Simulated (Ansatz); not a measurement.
Ga under changes of volume

One of the cells (18.685 Å³/atom); the others are scaled copies at fixed shape and fractional positions:

```
Ga
1.0
     1.45000   -4.06500    0.00000
     1.45000    4.06500    0.00000
     0.00000    0.00000    3.17000
Ga
2
Direct
  0.13300 0.86700 0.75000
  0.86700 0.13300 0.25000
```

This isn't the form of Ga at room conditions, which is orthorhombic.

```yaml
Program: Ansatz 0.2.0
Functional: PBEsol
Potentials_or_basis: all-electron LAPW, scalar-relativistic
Cutoff: 278 eV (chosen from the basis error)
Basis_error_allowed: 0.0005 eV/atom
k_mesh: 10 × 10 × 8
Occupations: fermi-dirac, width 0.05 eV
Spin: no spin polarisation
```

| volume (Å³/atom) | energy over the lowest point (meV/atom) | pressure (GPa) | largest force (eV/Å) |
| --- | --- | --- | --- |
| 17.564 | ? | ? | ? |
| 17.937 | 0.00 | 0.2 | 0.226 |
| 18.311 | 0.92 | -1.0 | 0.218 |
| 18.685 | 4.58 | -2.1 | 0.210 |
| 19.058 | 10.65 | -3.0 | 0.203 |
| 19.432 | 18.82 | -3.9 | 0.195 |
| 19.806 | 28.82 | -4.6 | 0.186 |

What does the run at 17.564 Å³/atom give?

Energy over the lowest point 2.17 meV/atom; pressure 1.6 GPa; largest force 0.234 eV/Å.

Worked out: A Birch-Murnaghan fit of order 3 (a polynomial in V^(-2/3)) to the other rows has its minimum at 18.01 Å³/atom with B0 = V·E''(V) = 63 GPa and B' = 5.5 at fixed shape and positions, which overstates the stiffness. It gives 2.23 meV/atom at 17.564 Å³/atom, against the run's 2.17, and -dE/dV = 1.7 GPa, against 1.6.

Energies are extrapolated to zero smearing.
